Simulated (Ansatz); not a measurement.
# WC: the cost of one run

Computed with Ansatz 0.2.0, driven from Python. Level of theory: DFT PBEsol, plane waves, PAW.

## 1. The system

WC Fm-3m: The structure is cubic, space group Fm-3m (No. 225). Conventional cell: a = 4.385 Å, b = 4.385 Å, c = 4.385 Å, α = 90.00°, β = 90.00°, γ = 90.00°. W (site symmetry m-3m) has 6 C at 2.19 Å as nearest neighbours. C (site symmetry m-3m) is surrounded by 6 W at 2.19 Å.

W2C P-3m1: Symmetry: P-3m1, No. 164, trigonal system. The conventional cell has a = 3.070 Å, b = 3.070 Å, c = 4.678 Å, α = 90.00°, β = 90.00°, γ = 120.00°. W (site symmetry 3m) has 3 C at 2.13 Å as nearest neighbours. C (site symmetry -3m) is surrounded by 6 W at 2.13 Å.

WC P-6m2: The structure is hexagonal, space group P-6m2 (No. 187). The conventional cell has a = 2.907 Å, b = 2.907 Å, c = 2.837 Å, α = 90.00°, β = 90.00°, γ = 120.00°. Around W (site symmetry -6m2) lie 6 C at 2.20 Å. Around C (site symmetry -6m2) lie 6 W at 2.20 Å.

W Im-3m: It takes space group Im-3m (No. 229, cubic). Conventional cell: a = 3.165 Å, b = 3.165 Å, c = 3.165 Å, α = 90.00°, β = 90.00°, γ = 90.00°. W (site symmetry m-3m) is surrounded by 8 W at 2.74 Å.

C R-3m: The structure is trigonal, space group R-3m (No. 166). The conventional cell has a = 2.456 Å, b = 2.456 Å, c = 10.041 Å, α = 90.00°, β = 90.00°, γ = 120.00°. C (site symmetry 3m) has 3 C at 1.42 Å as nearest neighbours.

No structure file is read: the coordinates are typed or built in the script.

## 2. Script

File run_hull.py:

```python
'''Convex hull of a few W-C phases, after relaxing cells and atoms.'''

from collections import Counter
import warnings

import ansatz as az
import numpy as np
from scipy.spatial import ConvexHull

XC = 'pbesol'
K_SPACING = 0.26
FILLING = 'fermi_dirac'
SIGMA = 0.1

PHASES = {
    'WC Fm-3m': (
        [[0.0, 2.192684, 2.192684], [2.192684, 0.0, 2.192684], [2.192684, 2.192684, 0.0]],
        [
            ('W', [0.0, 0.0, 0.0]),
            ('C', [0.5, 0.5, 0.5]),
        ],
    ),
    'W2C P-3m1': (
        [[3.070046, 0.0, 0.0], [-1.535023, 2.658738, 0.0], [0.0, 0.0, 4.678428]],
        [
            ('W', [1 / 3, 2 / 3, 0.746331]),
            ('W', [2 / 3, 1 / 3, 0.253669]),
            ('C', [0.0, 0.0, 0.0]),
        ],
    ),
    'WC P-6m2': (
        [[2.9065, 0.0, 0.0], [-1.45325, 2.517103, 0.0], [0.0, 0.0, 2.8366]],
        [
            ('W', [0.0, 0.0, 0.0]),
            ('C', [2 / 3, 1 / 3, 0.5]),
        ],
    ),
    'W': (
        [[-1.582345, 1.582345, 1.582345], [1.582345, -1.582345, 1.582345], [1.582345, 1.582345, -1.582345]],
        [
            ('W', [0.0, 0.0, 0.0]),
        ],
    ),
    'C': (
        [[1.228029, 0.709003, 3.347011], [-1.228029, 0.709003, 3.347011], [0.0, -1.418005, 3.347011]],
        [
            ('C', [0.836, 0.836, 0.836]),
            ('C', [0.164, 0.164, 0.164]),
        ],
    ),
}


def build(vectors, sites):
    crystal = az.Crystal(lattice=az.Lattice.of(vectors))
    for symbol, position in sites:
        crystal = crystal.atom(symbol, position)
    return crystal


def run_phase(name, crystal):
    calc = crystal.calculation()
    calc = calc.basis(35 * az.Ry, xc_grid=1)
    calc = calc.functional(XC).kpoints(spacing=K_SPACING)
    calc = calc.occupations(FILLING, width=SIGMA)
    calc = calc.relax(force_tolerance=0.03, cell=True)
    return calc.run(threads=1)


def counts(outcome):
    return Counter(site.symbol for site in outcome.lattice.sites)

def formation_energy(outcome, mu):
    n = counts(outcome)
    return (outcome.report['energy_sigma0_ev'] - sum(k * mu[element] for element, k in n.items())) / sum(n.values())

warnings.simplefilter('ignore', az.DeckWarning)

phases = {name: build(*cell) for name, cell in PHASES.items()}

done = {name: run_phase(name, crystal) for name, crystal in phases.items()}

# energy of one atom in its reference phase
references = {'W': 'W', 'C': 'C'}
mu = {element: done[name].report['energy_sigma0_ev'] / len(done[name].lattice.sites) for element, name in references.items()}
points = sorted((counts(o)['C'] / len(o.lattice.sites), formation_energy(o, mu), name) for name, o in done.items())

xy = np.array([(x, e) for x, e, _ in points] + [(0.5, 10.0)])
hull = sorted(tuple(xy[i]) for i in ConvexHull(xy).vertices if xy[i, 1] < 5)
rows = [(name, x, e, e - np.interp(x, *zip(*hull))) for x, e, name in points]
print('     phase        x(C)  E_form (eV/atom)  above hull (eV/atom)')
for row in rows:
    print(f'{str(row[0]):>10}  {row[1]:10.3f}  {row[2]:16.4f}  {row[3]:20.4f}')
print('on the hull of these phases:', ', '.join(row[0] for row in rows if row[3] < 1e-6))
```

## 3. The calls as engine input

The package turns the script's settings into the engine's input (first run):

```yaml
crystal:
  lattice:
    - [0.0, 2.192684, 2.192684]
    - [2.192684, 0.0, 2.192684]
    - [2.192684, 2.192684, 0.0]
  atoms:
    - { symbol: W, position: [0.0, 0.0, 0.0] }
    - { symbol: C, position: [0.5, 0.5, 0.5] }
basis:
  ecutwfc: 476.19925930478996
  xc_grid: 1
kpoints:
  mp_grid:
    kspacing: 0.26
hamiltonian:
  xc: pbesol
scf:
  occupations:
    method: fermi_dirac
    width: 0.1
relax:
  f_tol: 0.03
  cell: {}
```

## 4. Launch

Run with:

```bash
$ python run_hull.py
```

What time and memory should one allow on 1 thread of Intel Xeon Platinum 8488C (Sapphire Rapids), shared host?

About 48 s, with a peak of 0.5 GiB.
